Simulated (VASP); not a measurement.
# Al (Fm-3m) in VASP: further runs

One crystal, Al, is run at these levels: LDA; tasks: single point.

Everything below comes from runs of VASP 6.6.1. Logs are shortened: lines on timing, memory, paths and dates and some standing lists are left out, and cuts for length are marked.

**1. The undisturbed crystal**

The structure is cubic, space group Fm-3m (No. 225). Conventional cell: a = 4.050 Å, b = 4.050 Å, c = 4.050 Å, α = 90.00°, β = 90.00°, γ = 90.00°. Al (site symmetry m-3m) has 12 Al at 2.86 Å as nearest neighbours.

**2. Single point, LDA (grid = ENCUT=400 dk=0.35 cell=3x3x3 ISMEAR=1 SIGMA=0.1 LREAL=Auto EDIFF=1e-06)**

INCAR reads:

```
SYSTEM = Al26Cu
PREC = Accurate
ENCUT = 400
EDIFF = 1E-6
ISMEAR = 1
SIGMA = 0.1
LREAL = Auto
LASPH = .TRUE.
NELM = 120
ALGO = Fast
ISIF = 2
LWAVE = .FALSE.
LCHARG = .FALSE.
NBANDS = 72
```

KPOINTS reads:

```
Automatic mesh
0
G
  3 3 3
  0 0 0
```

POSCAR reads:

```
Al26Cu
1.0
    0.0000000000      6.0744150000      6.0744150000
    6.0744150000      0.0000000000      6.0744150000
    6.0744150000      6.0744150000      0.0000000000
Cu Al
1 26
Direct
    0.0000000000      0.0000000000      0.0000000000
    0.0000000000      0.0000000000      0.3333333333
    0.0000000000      0.0000000000      0.6666666667
    0.0000000000      0.3333333333      0.0000000000
    0.0000000000      0.3333333333      0.3333333333
    0.0000000000      0.3333333333      0.6666666667
    0.0000000000      0.6666666667      0.0000000000
    0.0000000000      0.6666666667      0.3333333333
    0.0000000000      0.6666666667      0.6666666667
    0.3333333333      0.0000000000      0.0000000000
    0.3333333333      0.0000000000      0.3333333333
    0.3333333333      0.0000000000      0.6666666667
    0.3333333333      0.3333333333      0.0000000000
    0.3333333333      0.3333333333      0.3333333333
    0.3333333333      0.3333333333      0.6666666667
    0.3333333333      0.6666666667      0.0000000000
    0.3333333333      0.6666666667      0.3333333333
    0.3333333333      0.6666666667      0.6666666667
    0.6666666667      0.0000000000      0.0000000000
    0.6666666667      0.0000000000      0.3333333333
    0.6666666667      0.0000000000      0.6666666667
    0.6666666667      0.3333333333      0.0000000000
    0.6666666667      0.3333333333      0.3333333333
    0.6666666667      0.3333333333      0.6666666667
    0.6666666667      0.6666666667      0.0000000000
    0.6666666667      0.6666666667      0.3333333333
    0.6666666667      0.6666666667      0.6666666667
```

Potentials or basis: VASP PAW LDA potentials, release 64 (Cu, Al).

Launch:

```console
cat potpaw_LDA.64/Cu/POTCAR potpaw_LDA.64/Al/POTCAR > POTCAR
mpirun -np 1 vasp_std > vasp.out
```

OUTCAR:

```text
SYSTEM = Al26Cu
   PREC = Accurate
   ENCUT = 400
   EDIFF = 1E-6
   ISMEAR = 1
   LREAL = Auto
   LASPH = .TRUE.
   NELM = 120
   ISIF = 2

 Found      4 irreducible k-points:

 Following reciprocal coordinates:
            Coordinates               Weight
  0.000000  0.000000  0.000000      1.000000
  0.333333  0.000000  0.000000      8.000000
  0.333333  0.333333  0.000000      6.000000
 -0.333333  0.333333  0.000000     12.000000
   k-points           NKPTS =      4   k-points in BZ     NKDIM =      4   number of bands    NBANDS=     72
   number of dos      NEDOS =    301   number of ions     NIONS =     27
   total plane-waves  NPLWV = 175616
   dimension x,y,z NGX =    56 NGY =   56 NGZ =   56
   dimension x,y,z NGXF=   112 NGYF=  112 NGZF=  112
   ions per type =               1  26
   NGX,Y,Z   is equivalent  to a cutoff of  10.84, 10.84, 10.84 a.u.
   NGXF,Y,Z  is equivalent  to a cutoff of  21.67, 21.67, 21.67 a.u.
 SYSTEM =  Al26Cu
   PREC   = accura    normal or accurate (medium, high low for compatibility)
   ISTART =      0    job   : 0-new  1-cont  2-samecut
   ICHARG =      2    charge: 1-file 2-atom 10-const
   ISPIN  =      1    spin polarized calculation?
   LNONCOLLINEAR =      F non collinear calculations
   LSORBIT =      F    spin-orbit coupling
   LASPH  =      T    aspherical Exc in radial PAW
   ENCUT  =  400.0 eV  29.40 Ry    5.42 a.u.  14.01 14.01 14.01*2*pi/ulx,y,z
   NELM   =    120;   NELMIN=  2; NELMDL= -5     # of ELM steps
   EDIFF  = 0.1E-05   stopping-criterion for ELM
   LREAL  =      T    real-space projection
   EDIFFG = 0.1E-04   stopping-criterion for IOM
   NSW    =      0    number of steps for IOM
[... 5 lines left out ...]
   TEBEG  =    0.0;   TEEND  =   0.0 temperature during run
   PSTRESS=    0.0 pullay stress
   NELECT =      89.0000    total number of electrons
   NUPDOWN=      -1.0000    fix difference up-down
   EMIN   =  10.00;   EMAX   =-10.00  energy-range for DOS
   EFERMI =   0.00;   METHOD = LEGACY
   ISMEAR =     1;   SIGMA  =   0.10  broadening in eV -4-tet -1-fermi 0-gaus
   EFERMI_NEDOS =   21; number of points for ismear=-14 and -15
   IALGO  =     68    algorithm
   IMIX   =      4    mixing-type and parameters
     AMIX     =   0.40;   BMIX     =  1.00
     AMIX_MAG =   1.60;   BMIX_MAG =  1.00
  volume/ion in A,a.u.               =      16.60       112.04
  Fermi-wavevector in a.u.,A,eV,Ry     =   0.955045  1.804773 12.410016  0.912110
  Thomas-Fermi vector in A             =   2.083847
   LORBIT       =      0    0 simple, 1 ext, 2 COOP (PROOUT), +10 PAW based schemes
   GGA     = CA    functional components
   LHFCALC =     F    Hartree Fock is set to
   AEXX    =    0.0000 exact exchange contribution
   IVDW    =     0    specifies the selected vdW correction
   LEPSILON=     F    determine dielectric tensor
   LRPA    =     F    only Hartree local field effects (RPA)
 non-spin polarized calculation
 RMM-DIIS sequential band-by-band and
 Methfessel and Paxton  Order N= 1 SIGMA  =   0.10
  energy-cutoff  :      400.00
  volume of cell :      448.27
 maximum number of plane-waves:      8154
   NGX = 29   NGY = 29   NGZ = 29

 number of electron      89.0000012 magnetization

 Free energy of the ion-electron system (eV)
  ---------------------------------------------------
  ext. energy  EPLUGINS =         0.00000000
  ---------------------------------------------------
  free energy    TOTEN  =      -112.46392729 eV

  energy without entropy =     -112.49283858  energy(sigma->0) =     -112.47356439

 E-fermi :   7.5876     XC(G=0): -10.3555

 val. band max:        7.5227849649   @ k =   0.3333   0.0000   0.0000
 cond. band min:       7.6681355537   @ k =   0.3333   0.3333   0.0000
 fundamental gap:      0.1453505888
 Fermi energy:         7.5876143091

 k-point     1 :       0.0000    0.0000    0.0000
  band No.  band energies     occupation
      1      -3.3608      2.00000
      2      -0.5164      2.00000
      3      -0.4836      2.00000
      4      -0.4836      2.00000
      5      -0.4836      2.00000
      6      -0.3688      2.00000
[... 48 lines left out ...]
     55       8.1586     -0.00000
     56       8.3523     -0.00000

 k-point     2 :       0.3333    0.0000    0.0000
  band No.  band energies     occupation
      1      -3.0302      2.00000
      2      -2.0373      2.00000
      3      -0.7556      2.00000
      4      -0.7556      2.00000
      5      -0.6898      2.00000
      6      -0.4214      2.00000
[... 48 lines left out ...]
     55       9.6319      0.00000
     56       9.6824      0.00000

 k-point     3 :       0.3333    0.3333    0.0000
  band No.  band energies     occupation
      1      -2.9203      2.00000
      2      -1.6110      2.00000
      3      -1.3731      2.00000
      4      -1.2946      2.00000
      5      -1.2946      2.00000
      6      -1.0375      2.00000
[... 48 lines left out ...]
     55       9.6691      0.00000
     56       9.8670      0.00000

 k-point     4 :      -0.3333    0.3333    0.0000
  band No.  band energies     occupation
      1      -2.4885      2.00000
      2      -2.2110      2.00000
      3      -2.0672      2.00000
      4      -1.1856      2.00000
      5      -1.1022      2.00000
      6       0.1598      2.00000
[... 48 lines left out ...]
     55       9.1909     -0.00000
     56       9.4364     -0.00000
 [bands above 56 left out]

------------------------ aborting loop because EDIFF is reached ----------------------------------------

  FORCE on cell =-STRESS in cart. coord.  units (eV):
  Direction    XX          YY          ZZ          XY          YZ          ZX
  --------------------------------------------------------------------------------------
  -------------------------------------------------------------------------------------
  Total      -13.2766677    -13.2766677    -13.2766677     -0.0000000     -0.0000000      0.0000000
  in kB      -47.4521936    -47.4521936    -47.4521936     -0.0000000     -0.0000000      0.0000000
  external PRESSURE =     -47.4521936 kB  Pullay stress =       0.0000000 kB

 VOLUME and BASIS-vectors are now :
 -----------------------------------------------------------------------------
  energy-cutoff  :      400.00
  volume of cell :      448.27
      direct lattice vectors                 reciprocal lattice vectors
     0.000000000  6.074415000  6.074415000    -0.082312453  0.082312453  0.082312453
     6.074415000  0.000000000  6.074415000     0.082312453 -0.082312453  0.082312453
     6.074415000  6.074415000  0.000000000     0.082312453  0.082312453 -0.082312453

 POSITION                                       TOTAL-FORCE (eV/Angst)
 -----------------------------------------------------------------------------------
      0.00000      0.00000      0.00000         0.000000      0.000000     -0.000000
      2.02480      2.02480      0.00000        -0.226262     -0.226262     -0.000000
      4.04961      4.04961      0.00000         0.226262      0.226262     -0.000000
      2.02480      0.00000      2.02480        -0.226262      0.000000     -0.226262
      4.04961      2.02480      2.02480         0.114851     -0.114851     -0.114851
      6.07442      4.04961      2.02480         0.000000      0.226262     -0.226262
[... 19 lines left out ...]
      6.07442      6.07442      8.09922         0.000000      0.000000     -0.203979
      8.09922      8.09922      8.09922        -0.114851     -0.114851     -0.114851
 -----------------------------------------------------------------------------------
    total drift:                                0.000000      0.000000      0.000000

  FREE ENERGIE OF THE ION-ELECTRON SYSTEM (eV)
  ---------------------------------------------------
  free  energy   TOTEN  =      -112.4639272904 eV

  energy  without entropy=     -112.4928385822  energy(sigma->0) =     -112.47356439
```

Wall time 2.5 min (1 thread of Intel Xeon Platinum 8559C (Emerald Rapids), shared host); peak memory 0.33 GiB.

The run converged, but some of its settings lie outside the range that counts as converged, so its numbers aren't taken as properties of the crystal.

Results:

```
Free energy            : -112.4639 eV
Pressure               : -4.7 GPa
Largest force          : 0.320 eV/Å
Band gap on the k mesh : none (metal or under the smearing width)
```

**3. Single point, LDA (grid = ENCUT=600 dk=0.35 cell=3x3x3 ISMEAR=1 SIGMA=0.1 LREAL=Auto EDIFF=1e-06)**

INCAR, as its differences from that of step 2:

```diff
@@ -2,3 +2,3 @@
 PREC = Accurate
-ENCUT = 400
+ENCUT = 600
 EDIFF = 1E-6
```

KPOINTS is that of step 2.

POSCAR is that of step 2.

Potentials or basis: VASP PAW LDA potentials, release 64 (Cu, Al).

Launch:

```console
cat potpaw_LDA.64/Cu/POTCAR potpaw_LDA.64/Al/POTCAR > POTCAR
mpirun -np 1 vasp_std > vasp.out
```

OUTCAR:

```text
SYSTEM = Al26Cu
   PREC = Accurate
   ENCUT = 600
   EDIFF = 1E-6
   ISMEAR = 1
   LREAL = Auto
   LASPH = .TRUE.
   NELM = 120
   ISIF = 2

 Found      4 irreducible k-points:

 Following reciprocal coordinates:
            Coordinates               Weight
  0.000000  0.000000  0.000000      1.000000
  0.333333  0.000000  0.000000      8.000000
  0.333333  0.333333  0.000000      6.000000
 -0.333333  0.333333  0.000000     12.000000
   k-points           NKPTS =      4   k-points in BZ     NKDIM =      4   number of bands    NBANDS=     72
   number of dos      NEDOS =    301   number of ions     NIONS =     27
[... 317 lines left out ...]
  Total      -13.0839633    -13.0839633    -13.0839633     -0.0000000      0.0000000     -0.0000000
  in kB      -46.7634480    -46.7634480    -46.7634480     -0.0000000      0.0000000     -0.0000000
  external PRESSURE =     -46.7634480 kB  Pullay stress =       0.0000000 kB

 VOLUME and BASIS-vectors are now :
 -----------------------------------------------------------------------------
  energy-cutoff  :      600.00
  volume of cell :      448.27
      direct lattice vectors                 reciprocal lattice vectors
     0.000000000  6.074415000  6.074415000    -0.082312453  0.082312453  0.082312453
     6.074415000  0.000000000  6.074415000     0.082312453 -0.082312453  0.082312453
     6.074415000  6.074415000  0.000000000     0.082312453  0.082312453 -0.082312453

 POSITION                                       TOTAL-FORCE (eV/Angst)
 -----------------------------------------------------------------------------------
      0.00000      0.00000      0.00000         0.000000      0.000000     -0.000000
      2.02480      2.02480      0.00000        -0.224997     -0.224997     -0.000000
      4.04961      4.04961      0.00000         0.224997      0.224997     -0.000000
      2.02480      0.00000      2.02480        -0.224997      0.000000     -0.224997
      4.04961      2.02480      2.02480         0.113506     -0.113506     -0.113506
      6.07442      4.04961      2.02480         0.000000      0.224997     -0.224997
[... 19 lines left out ...]
      6.07442      6.07442      8.09922         0.000000      0.000000     -0.202754
      8.09922      8.09922      8.09922        -0.113506     -0.113506     -0.113506
 -----------------------------------------------------------------------------------
    total drift:                                0.000000     -0.000000     -0.000000

  FREE ENERGIE OF THE ION-ELECTRON SYSTEM (eV)
  ---------------------------------------------------
  free  energy   TOTEN  =      -112.4584336183 eV

  energy  without entropy=     -112.4873301785  energy(sigma->0) =     -112.46806581
```

Wall time 5.7 min (1 thread of Intel Xeon Platinum 8559C (Emerald Rapids), shared host); peak memory 0.54 GiB.

These settings aren't checked as converged: the numbers below hold their error.

Results:

```
Free energy            : -112.4584 eV
Pressure               : -4.7 GPa
Largest force          : 0.318 eV/Å
Band gap on the k mesh : none (metal or under the smearing width)
```

**4. The reference run**

An earlier run on the cell as given: functional PBE; potentials or basis VASP PAW PBE potentials, release 64 (Al); cutoff 520 eV; k mesh 11 × 11 × 11; occupations fermi-dirac, width 0.05 eV; no spin polarisation.

* Pressure: -0.5 GPa
* Band gap on the k mesh: none (metal or under the smearing width)
